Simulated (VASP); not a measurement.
A run of VASP 6.6.1 is set up as follows.

File INCAR:

```
PREC     = Accurate       # precision mode
ENCUT    = 520            # plane-wave cutoff, eV
EDIFF    = 1E-6           # SCF threshold, eV
ISMEAR   = 0              # smearing method
SIGMA    = 0.016          # smearing width, eV
LREAL    = F              # projectors in reciprocal space
LASPH    = T              # aspherical terms in the spheres
NELM     = 120            # most SCF steps
ALGO     = Fast           # electronic algorithm
ISIF     = 2              # what is computed and relaxed
LWAVE    = F              # write WAVECAR
LCHARG   = F              # write CHGCAR
ISPIN    = 2              # spin polarisation
MAGMOM   = 1 0            # initial moments
LORBIT   = 11             # projections on sites
LMAXMIX  = 4              # l up to which the mixer works
GGA      = PE             # functional
NBANDS   = 19             # bands
```

KPOINTS

```
regular mesh
0
Gamma
  11 11 11
```

The input POSCAR:

```
NiO
1.0
    0.0000000000      2.0859016414      2.0859016414
    2.0859016414      0.0000000000      2.0859016414
    2.0859016414      2.0859016414      0.0000000000
Ni O
1 1
Direct
    0.0000000000      0.0000000000      0.0000000000
    0.5000000000      0.5000000000      0.5000000000
```

Potentials or basis: VASP PAW PBE potentials, release 64 (Ni, O).

Launch:

```console
$ cat potpaw_PBE.64/Ni/POTCAR potpaw_PBE.64/O/POTCAR > POTCAR
$ mpirun -np 1 vasp_std > vasp.out
```

Q: Estimate the site moments.

A: Ni +1.46; O +0.28 μB.

Q: Estimate the band gap on the k mesh.

A: None (metal or under the smearing width).

Q: What does it give for the pressure?

A: 6.2 GPa.

Caveat: a cell with one magnetic atom can't hold antiferromagnetic order, which such compounds often take; semilocal functionals often make such compounds metallic where correlation or magnetic order opens a gap, which also shifts bond lengths.

The gap isn't set beside the measured one, since this odd mesh misses points on the zone boundary.
